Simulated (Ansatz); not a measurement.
# Transmission past a defect: Rh wire along [110], 4 atoms a period, O placed on top of one Rh, part 2 of 4

Aim: how much does this defect scatter, and at which energies?

Ansatz 0.2.0; DFT PBE, plane waves, PAW; relaxation of a wire's period (the session's first sound run).

So far. Step 2 (Relaxation of atoms and period): The cell's length comes to 2.515 Å with an absolute moment of 1.72 μB a cell.

**3. The perfect wire**

This step: DFT PBE, plane waves, PAW; channels and complex bands of a perfect wire (Ansatz 0.2.0).

At the relaxed period the Bloch states of the perfect wire are found at each energy: those that move forward count the open channels, and those that decay describe how a disturbance dies away inside the wire itself. An energy step of 0.035 eV is under the 0.039 eV that the program asks for its thermal average at 300 K.

The input, input.yaml:

```yaml
crystal:
  lattice:
    - [8.715, 0.0, 0.0]
    - [0.0, 10.862, 0.0]
    - [0.0, 0.0, 2.5147953423]
  atoms:
    - { symbol: Rh, position: [0.407171458, 0.421838938, 0.0], spin: 0.37 }
    - { symbol: Rh, position: [0.661323502, 0.356016296, 0.5], spin: 0.38 }
    - { symbol: Rh, position: [0.592828542, 0.578191301, 0.5], spin: 0.37 }
    - { symbol: Rh, position: [0.338676498, 0.644013943, 0.0], spin: 0.38 }
magnetization:
  spin_polarized: true
kpoints:
  mp_grid: { grid: [1, 1, 32] }
scf:
  occupations: { method: fermi_dirac, width: 0.05 }
hamiltonian:
  xc: pbe
output:
  transmission:
    e_range: [-1.26, 1.26]
    de: 0.035
    kmesh: [1, 1]
    reduced_basis: true
    leads: [[0, 0]]
basis:
  ecutwfc: "350 eV"
```

Run with:

```bash
$ ansatz run input.yaml --threads 4 --pin off --max-ram 16384MiB --backend cpu --events-out ev --progress --plain --runs-dir out
```

Numbers of over 12 decimals in the logs are rounded to 6 here.

What it wrote:

```text
Warning: basis.ecutwfc = 350 eV is below the records' recommended 420 eV, and the density's cutoff is lower with it unless basis.ecutrho_ratio is high enough to keep the records' density cutoff: compare with a run at a higher cutoff
[...]
Crystal: 4 atoms, lattice volume = 238.056 Å³
Basis set: ecut = 350 eV, 3553 PW (Γ)
Bands: 42, of which v1, the nominal top of the filled ones, is band 34 counted from 1 (33 counted from 0)
Symmetry: 4 space group operations
[...]
k-points: 17 of 32
[...]
Starting moments: Σ|m| = 1.5 μB on 4 of 4 sites
[...]
SCF iter   1: F=—  HF=-25606.746315 eV  |F-HF|=—  |Δ(HF+E_count)|=         —  Δρ=2.19e-2 (↑2.02e-2 ↓2.19e-2)  dr2=6.06e0  dr2_m=8.54e-2  M=1.596 μB ∫|m|=1.604 μB  β_m=0.30  ethr=3.10e-3  ⟨swp⟩=8.3  Hψ=6387  notcnv=0  defer=4
[...]
SCF iter  11: F=-25604.666473 eV  HF=-25604.666473 eV  |F-HF|=8.99e-10  |Δ(HF+E_count)|=   1.35e-8  Δρ=1.15e-6 (↑1.10e-6 ↓1.15e-6)  dr2=3.70e-9  dr2_m=1.06e-9  M=1.726 μB ∫|m|=1.785 μB  ethr=6.32e-11  ⟨swp⟩=5.6  Hψ=4831  notcnv=0
SCF 1 converged in 11 iterations: F = -25604.666473 eV  dr2 = 3.70e-9
[...]
transmission: 6 of 36 steps passed
transmission: 9 of 36 steps passed
[...]
transmission: 36 of 36 steps passed
SCF converged after 11 iterations
Magnetization: 1.7256 μB (34.8628 up, 33.1372 down)
Absolute magnetization: 1.7845 μB (∫|ρ↑−ρ↓|, with the PAW one-centre terms)
[...]
Per-site moments (μB) at R_I (Å): [(0.386663, 1.025473), (0.394407, 1.025473), (0.386663, 1.025473), (0.394407, 1.025473)]
Free energy (F): -25604.666473 eV
[...]
Internal energy: -25604.595239 eV  (E = F + TS)
E sigma→0 (E₀):  -25604.630856 eV
Entropy (-TS):   -0.071234 eV (-17.809 meV/atom)
Fermi energy:    1.618248 eV
[...]
--- Band table (eV; the first three rows and the last of 34) ---
  k-point 0 ↑: bands = [... 30 lower, 0.8442, 1.1508, 1.2692, 1.6669, 1.8246, 1.8484, 2.1511, 2.2793, ... 4 higher]
  k-point 1 ↑: bands = [... 30 lower, 0.7753, 1.1866, 1.2819, 1.6036, 1.7344, 1.9509, 2.1010, 2.2553, ... 4 higher]
  k-point 2 ↑: bands = [... 30 lower, 0.7026, 1.2336, 1.2626, 1.4325, 1.7026, 1.9627, 1.9976, 2.0257, ... 4 higher]
  k-point 16 ↓: bands = [... 30 lower, 1.6015, 1.6015, 1.7961, 1.7961, 2.9092, 2.9092, 5.5395, 5.5395, ... 4 higher]
--- Transmission ---
  basis      : 699 plane waves across, 3 finite elements along
  points     : 1, standing for a mesh of 1 x 1
  filling    : by the input's occupations and mesh, since the crystals that have channels conduct as metals do. If one of these is a semiconductor, that mesh has misplaced its level
  energies   : 73 from -1.260000 to 1.260000 eV about the Fermi level, 0.035000 eV apart; the leads are filled to 0.000000 eV, and channels, transmission and decay are at 0.000000 eV
  crystal 0  : Rh4, at the sites [0, 0], period 2.5148 Å: whole cells are its period
    offset         : up to 0.0000 Å between an atom of the period and one for which it stands
    filled         : 1.8 meV over the level at which it is neutral
    channels       : 5.000000e0 up, 9.000000e0 down
    conductance    : 5.2695e14 S/m² at 300 K; may be off by some 0.0 % by where its bands' edges are placed, 0.2 % from the distance to neutral
```

It took 2.3 min on 4 threads of Arm Neoverse V2, shared host; peak memory 1.2 GiB.

Reading the cycles: dr2 is the Hartree energy of the density residual (eV), the measure of convergence; HF is the Harris–Foulkes estimate of the energy, which meets the free energy F at convergence.

Numbers from this step:

| Item | Value |
| --- | --- |
| energy at zero smearing | -25604.6309 eV |
| total moment | 1.726 μB |
| absolute moment | 1.784 μB |
| channels at the energy nearest the Fermi level, spin up | 5 |
| channels at the energy nearest the Fermi level, spin down | 9 |
| conductance of the lead as this run defines it | 6.438 G₀ |
| band gap | 0 eV |

The open channels of the lead by energy, zero at the Fermi level:

```csv
energy (eV),spin up,spin down
-1.26,7,8
-1.19,7,8
-1.08,8,10
-1.01,8,9
-0.91,8,7
-0.84,10,7
-0.73,9,8
-0.67,9,8
-0.56,9,10
-0.49,9,10
-0.39,8,9
-0.32,5,9
-0.21,7,9
-0.14,5,10
-0.04,5,9
0.00,5,9
0.04,5,7
0.14,6,5
0.21,5,7
0.32,8,5
0.39,6,6
0.49,6,6
0.56,5,6
0.67,6,6
0.73,6,6
0.84,5,5
0.91,5,5
1.01,5,6
1.08,3,5
1.19,4,5
1.26,4,5
```

Spin up; the slowest values at each energy, most degenerate partners merged, listed up to 1.5 1/Å. The Im kz of the slowest decaying states by energy, zero at the Fermi level:

```csv
energy (eV),decay 1 (Å⁻¹),decay 2 (Å⁻¹),decay 3 (Å⁻¹),decay 4 (Å⁻¹)
-1.190,0.0323,0.0388,0.118,0.135
-1.085,0.0957,0.158,0.193,0.257
-1.015,0.0718,0.169,0.232,0.246
-0.910,0.0184,0.179,0.184,0.284
-0.805,0.106,0.183,0.273,0.327
-0.700,0.0467,0.0672,0.180,0.248
-0.595,0.0832,0.153,0.167,0.203
-0.490,0.0498,0.0900,0.139,0.179
-0.385,0.00368,0.0386,0.0852,0.162
-0.315,0.0278,0.0544,0.0773,0.0998
-0.210,0.100,0.157,0.167,0.358
-0.105,0.106,0.119,0.190,0.222
0.000,0.0857,0.170,0.199,0.263
0.105,0.0722,0.171,0.198,0.296
0.210,0.0065,0.0534,0.118,0.253
0.315,0.148,0.350,0.405,0.406
0.385,0.0204,0.163,0.366,0.403
0.490,0.0703,0.181,0.387,0.405
0.595,0.0556,0.0846,0.194,0.407
0.700,0.0875,0.133,0.204,0.421
0.805,0.0322,0.145,0.162,0.210
0.910,0.0535,0.176,0.182,0.212
1.015,0.0500,0.196,0.196,0.213
1.085,0.0309,0.0836,0.202,0.207
1.190,0.147,0.202,0.219,0.219
```

Spin down; the slowest values at each energy, most degenerate partners merged, listed up to 1.5 1/Å. The Im kz of the slowest decaying states by energy, zero at the Fermi level:

```csv
energy (eV),decay 1 (Å⁻¹),decay 2 (Å⁻¹),decay 3 (Å⁻¹),decay 4 (Å⁻¹)
-1.26,0.0981,0.270,0.290,0.298
-1.16,0.0240,0.0299,0.0318,0.262
-1.05,0.101,0.208,0.283,0.311
-0.94,0.0231,0.0467,0.135,0.147
-0.84,0.0509,0.118,0.156,0.216
-0.77,0.0246,0.0959,0.166,0.244
-0.67,0.0415,0.177,0.204,0.319
-0.56,0.148,0.181,0.313,0.370
-0.46,0.0308,0.0471,0.180,0.298
-0.35,0.0626,0.0864,0.172,0.274
-0.24,0.0661,0.152,0.155,0.234
-0.14,0.123,0.156,0.183,0.456
-0.04,0.0664,0.0746,0.187,0.457
0.00,0.0816,0.0825,0.181,0.454
0.04,0.0954,0.120,0.121,0.170
0.14,0.0654,0.0965,0.108,0.174
0.24,0.0758,0.0922,0.135,0.235
0.35,0.0421,0.134,0.154,0.274
0.46,0.0296,0.0718,0.102,0.184
0.56,0.0590,0.134,0.251,0.331
0.67,0.0616,0.157,0.355,0.387
0.77,0.0829,0.173,0.376,0.405
0.84,0.0458,0.0759,0.181,0.389
0.94,0.113,0.189,0.408,0.416
1.05,0.103,0.147,0.194,0.425
1.16,0.0358,0.149,0.170,0.195
1.26,0.0145,0.176,0.184,0.194
```

By hand: the program gives 5.2695 × 10^14 S/m² over the cell's cross-section of 94.66 Å² = 9.466 × 10^-19 m², so one cell conducts 4.988 × 10^-4 S. Divided by G0 = 2e²/h = 7.748 × 10^-5 S this is 6.44 G0, a resistance of 2.00 kΩ.

At the computed energy nearest the Fermi level there are 5 spin-up and 9 spin-down channels, and the thermal average gives 6.44 G₀.

(Part 2 of 4 ends here.)

[Logs are printed without paths, hosts, clocks, repeated set-up lines and the standing remarks that a program may print on its own settings, such as how far it seeks lower states.]

[Hosts, paths, dates, database ids (printed as entryN), source tags and the programs' standing remarks are cut or masked in the printed files.]
